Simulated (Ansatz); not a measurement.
Set up this calculation in Ansatz 0.2.0, as the native input.

* Task: band structure
* Functional: PBE
* Potentials or basis: all-electron LAPW, scalar-relativistic
* Cutoff: 363 eV (chosen from the basis error)
* Basis error allowed: 0.001 eV/atom
* k mesh: 11 × 11 × 11
* Occupations: fermi-dirac, width 0.05 eV
* Spin: collinear spin, ferromagnetic start
* Starting moments: [2.0, 0.0] μB

CoO:

```
CELL_PARAMETERS angstrom
1.50547 0.86918 2.43993
-1.50547 0.86918 2.43993
0.00000 -1.73837 2.43993
ATOMIC_POSITIONS crystal
Co 0.00000 0.00000 0.00000
O 0.50000 0.50000 0.50000
```

The cell is a database's computed one.

One way to write it, as run:

input.yaml

```yaml
crystal:
  lattice:
    - [1.5054695445, 0.8691832468, 2.4399269062]
    - [-1.5054695445, 0.8691832468, 2.4399269062]
    - [0.0, -1.7383664936, 2.4399269062]
  atoms:
    - { symbol: Co, position: [0.0, 0.0, 0.0], spin: 2.0 }
    - { symbol: O, position: [0.5, 0.5, 0.5] }
kpoints:
  mp_grid: { grid: [11, 11, 11] }
  band_path:
    path:
      - [0.0, 0.0, 0.0]
      - [0.5, 0.0, 0.0]
      - [0.5, 0.2512681158, -0.2512681158]
    npoints: 12
scf:
  occupations: { method: fermi_dirac, width: 0.05 }
hamiltonian:
  xc: pbe
  pseudopotentials: { kind: all_electron, lapw: { basis_error: 0.001 } }
magnetization:
  spin_polarized: true
output:
  forces: true
  stress: true
  eigenvalues: true
```

Potentials or basis: all-electron LAPW, scalar-relativistic.

Launch:

```console
$ ansatz run input.yaml --threads 2 --pin off --max-ram 6144MiB --backend cpu --events-out ev --progress --plain --runs-dir out
```

It gave:

```yaml
Pressure: -0.1 GPa
Band_gap_along_the_path: none (metal or under the smearing width)
Net_moment: 2.90 μB per cell
Absolute_moment: 2.92 μB per cell
Site_moments: Co +2.57; O +0.31 μB
```

Caveat: a cell with one magnetic atom can't hold antiferromagnetic order, which such compounds often take; semilocal functionals often make such compounds metallic where correlation or magnetic order opens a gap, which also shifts bond lengths.

It took 32 s on 2 threads of Intel(R) Xeon(R) Platinum 8488C (Sapphire Rapids), on a shared host, peak memory 0.7 GiB.
